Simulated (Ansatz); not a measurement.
Take a crystal in which Ba has been replaced by Sr on all its sites, with the cell rescaled by a rough guess (in some cases also distorted within its space group) and nothing relaxed:

```
Sr Te
1.0
     0.00000    3.41800    3.41800
     3.41800    0.00000    3.41800
     3.41800    3.41800    0.00000
Sr Te
1 1
Direct
  0.00000 0.00000 0.00000
  0.50000 0.50000 0.50000
```

The calculation used DFT PBE, scalar-relativistic, plane waves, PAW (Ansatz 0.2.0).

Cutoff 420 eV; k points 8×8×8 on the computed 2-atom cell (Γ-centred); Gaussian smearing, width 0.02 eV; no spin polarisation.

(1) Will this cell want to expand or contract, and how hard?

(2) Is it a metal on this mesh?

(3) What is its energy against the elements in their standard states?

Spin-orbit coupling is left out, which matters for the bands of heavy elements.

## Answers

(1) The pressure is -1.5 GPa (positive in compression), so the cell would contract.

(2) No: the gap is 1.90 eV, the least direct gap 2.53 eV.

(3) -1.740 eV/atom at this unrelaxed geometry, with the elements in the same functional.